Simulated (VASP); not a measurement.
**Sr: single point with PBE**

The system is Sr.

```
CELL_PARAMETERS angstrom
-2.37794 2.37794 2.37794
2.37794 -2.37794 2.37794
2.37794 2.37794 -2.37794
ATOMIC_POSITIONS crystal
Sr 0.00000 0.00000 0.00000
```

The cell was built by a generator and needn't be a form met in nature.

* Program: VASP 6.6.1
* Task: single point
* Functional: PBE
* Potentials or basis: VASP PAW PBE potentials, release 64 (Sr_sv)
* Cutoff: 520 eV
* k mesh: 12 × 12 × 12
* Occupations: gaussian, width 0.05 eV
* Spin: non-collinear spin, zero start, spin-orbit coupling
* Starting moments: [[0.0, 0.0, 0.0]] μB

```yaml
Pressure: 0.0 GPa
Net_moment: 0.00 μB per cell
Valence_electrons_inside_the_program's_atomic_spheres: Sr 7.94
```

Moments on the atoms (μB; x, y, z):
```
Sr  0.00 0.00 0.00
```

Run time: 5.6 min on 1 thread of AMD EPYC 7R43 64-Core Processor (Zen 3), on a shared host, peak memory 0.33 GiB.
